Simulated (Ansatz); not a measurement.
# LiF: a single-point run

Aim: a sound single-point run of LiF. The structure is shown as the input types it. The cell is built on a prototype (zincblende) and needn't be the phase found in nature.

Computed with Ansatz 0.2.0 (density functional or hybrid calculation with the settings of its input, plane waves (as first typed), unless a step's input says otherwise).

2 further runs of the same task are left out: 2 that didn't finish.

### 1 The structure to begin with

The structure is cubic, space group F-43m (No. 216). The conventional cell has a = 4.289 Å, b = 4.289 Å, c = 4.289 Å, α = 90.00°, β = 90.00°, γ = 90.00°. Li (site symmetry -43m) has 4 F at 1.86 Å as nearest neighbours. F (site symmetry -43m) has 4 Li at 1.86 Å as nearest neighbours.

As a file:

```cif
data_structure
_symmetry_space_group_name_H-M 'P 1'
_symmetry_Int_Tables_number 1
_cell_length_a 3.0329
_cell_length_b 3.0329
_cell_length_c 3.0329
_cell_angle_alpha 60.000
_cell_angle_beta 60.000
_cell_angle_gamma 60.000
_cell_volume 19.73
loop_
_atom_site_label
_atom_site_type_symbol
_atom_site_fract_x
_atom_site_fract_y
_atom_site_fract_z
_atom_site_occupancy
Li1 Li 0.00000 0.00000 0.00000 1
F1 F 0.25000 0.25000 0.25000 1
```

### 2 The run

The input, input.yaml:

```yaml
crystal:
  lattice:
    - [0.0, 2.1446105498, 2.1446105498]
    - [2.1446105498, 0.0, 2.1446105498]
    - [2.1446105498, 2.1446105498, 0.0]
  atoms:
    - { symbol: Li, position: [0.0, 0.0, 0.0] }
    - { symbol: F, position: [0.25, 0.25, 0.25] }
kpoints:
  mp_grid: { grid: [8, 8, 8] }
hamiltonian:
  xc: r2scan
scf:
  occupations: { method: fixed }
  n_extra_bands: 4
  convergence: { dr2_threshold: 1.0 }
  max_iter: 54
output:
  forces: true
  stress: true
  eigenvalues: true
```

Run with:

```bash
ansatz run input.yaml --threads 4 --pin off --max-ram 3686MiB --backend cpu --events-out ev --progress --plain --runs-dir out
```

What happens when this is run?

This run ends as converged, with warnings (force scf threshold loose, stress scf threshold loose). Its log warns: «scf.convergence.dr2_threshold = 1e0 eV is looser than this run's default, which is 1e-7 eV or tighter. The error in the forces grows as the threshold's square root ...»

The threshold asked is loose, but the program put off the close and ended at dr2 = 1.6e-9, so little accuracy was lost here.

The test: delete scf.convergence.dr2_threshold (the default then holds).
